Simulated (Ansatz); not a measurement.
# IrC3: the cost of one run

Method: DFT PBE, scalar-relativistic, plane waves, PAW, in Ansatz 0.2.0.

## (1) The system as given

Symmetry: Pm-3m, No. 221, cubic system. The conventional cell has a = 3.573 Å, b = 3.573 Å, c = 3.573 Å, α = 90.00°, β = 90.00°, γ = 90.00°. Ir (site symmetry m-3m) has 6 C at 1.79 Å as nearest neighbours. C (site symmetry 4/mmm) is surrounded by 2 Ir at 1.79 Å.

Coordinates:

```cif
data_structure
_symmetry_space_group_name_H-M 'Pm-3m'
_symmetry_Int_Tables_number 221
_cell_length_a 3.5734
_cell_length_b 3.5734
_cell_length_c 3.5734
_cell_angle_alpha 90.000
_cell_angle_beta 90.000
_cell_angle_gamma 90.000
_cell_volume 45.63
loop_
_atom_site_label
_atom_site_type_symbol
_atom_site_symmetry_multiplicity
_atom_site_Wyckoff_symbol
_atom_site_fract_x
_atom_site_fract_y
_atom_site_fract_z
_atom_site_occupancy
Ir1 Ir 1 a 0.00000 0.00000 0.00000 1
C1 C 3 d 0.50000 0.00000 0.00000 1
```

This is candidate A: ReO3 type (Pm-3m, No. 221).

(A quick probe on a coarse mesh, which set the mesh and smearing, is not shown.)

## (3) A loose first relaxation (candidate A)

Input file input.yaml:

```yaml
crystal:
  lattice:
    - [3.5734453032, 0.0, 0.0]
    - [0.0, 3.5734453032, 0.0]
    - [0.0, 0.0, 3.5734453032]
  atoms:
    - { symbol: Ir, position: [0.0, 0.0, 0.0] }
    - { symbol: C, position: [0.5, 0.0, 0.0] }
    - { symbol: C, position: [0.0, 0.5, 0.0] }
    - { symbol: C, position: [0.0, 0.0, 0.5] }
basis:
  ecutwfc: 420
kpoints:
  mp_grid: { grid: [6, 6, 6] }
hamiltonian:
  xc: pbe
scf:
  occupations: { method: gaussian, width: 0.1 }
  lower_state_search: "off"
output:
  forces: true
  stress: true
  eigenvalues: true
relax:
  adjacent_minimum: "off"
  f_tol: 0.04
  max_steps: 70
  cell: { stress_tol: 0.4 }
```

Run with:

```sh
ansatz run input.yaml --threads 1 --pin off --max-ram 2560MiB --backend cpu --events-out ev --progress --plain --runs-dir out
```

**Question.** How long does this run take on 1 thread of Intel Xeon 6975P-C (Granite Rapids), shared host, and how much memory does it need?

About 6.1 s, with a peak of 0.38 GiB.
